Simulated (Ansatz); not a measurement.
Input of an Ansatz 0.2.0 run:

File input.yaml:

```yaml
crystal:
  lattice:
    - [0.0, 2.60165, 2.60165]
    - [2.60165, 0.0, 2.60165]
    - [2.60165, 2.60165, 0.0]
  atoms:
    - { symbol: S, position: [0.5, 0.5, 0.5] }
    - { symbol: Mg, position: [0.0, 0.0, 0.0] }
hamiltonian:
  xc: pbe
  pseudopotentials: { kind: paw }
kpoints:
  mp_grid: { grid: [9, 9, 9] }
scf:
  occupations: { method: fermi_dirac, width: 0.05 }
output:
  forces: true
  stress: true
  eigenvalues: true
```

Potentials or basis: Ansatz PAW.

Launch:

```console
$ ansatz run input.yaml --threads 1 --pin off --max-ram 2560MiB --backend cpu --events-out ev --progress --plain --runs-dir out
```

Question: Estimate the band gap on the k mesh.

Answer: 2.92 eV, indirect (least direct gap 3.72 eV).

Question: Estimate the pressure.

Answer: 1.2 GPa.

Caveat: odd divisions of the mesh miss points on the zone boundary, where band edges often lie, so the gap on the mesh can be too wide. A k mesh can miss the band edges.
